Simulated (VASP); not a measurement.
A run of VASP 6.6.1 is set up as follows.

INCAR

```
SYSTEM = ZnS
  ALGO = Normal
  EDIFF = 1E-7
  EDIFFG = -0.002
  ENCUT = 520
  GGA = PE
  IBRION = 2
  ISIF = 3
  ISMEAR = 0
  LASPH = .TRUE.
  LCHARG = .FALSE.
  LREAL = .FALSE.
  LWAVE = .FALSE.
  NELM = 80
  NSW = 80
  PREC = Accurate
  SIGMA = 0.02
```

Contents of KPOINTS:

```
k-points
0
G
  4 4 4
  0 0 0
```

Contents of POSCAR:

```
ZnS
1.0
    0.0000000000      2.7020000000      2.7020000000
    2.7020000000      0.0000000000      2.7020000000
    2.7020000000      2.7020000000      0.0000000000
Zn S
1 1
Direct
    0.2500000000      0.2500000000      0.2500000000
    0.0000000000      0.0000000000      0.0000000000
```

Potentials or basis: VASP PAW PBE potentials, release 64 (Zn, S).

Launch:

```bash
$ cat potpaw_PBE.64/Zn/POTCAR potpaw_PBE.64/S/POTCAR > POTCAR
$ mpirun -np 1 vasp_std > vasp.out
```

Question: What does it give for the relaxed volume?

Answer: 20.28 Å³/atom.

Question: Estimate the space group after relaxing (to 0.05 Å).

Answer: F-43m (No. 216).

The path:
```csv
step,energy change (eV),largest force (eV/Å),pressure (GPa),volume (Å³)
1,0.0000,0.0000,2.06,39.45
2,-0.0063,0.0000,-0.59,40.92
3,-0.0070,0.0000,0.00,40.57
```

Caveat: the k mesh is coarse (spacing up to 0.50 Å⁻¹), so the values aren't converged. PBE usually gives volumes a little too large and moduli too small.
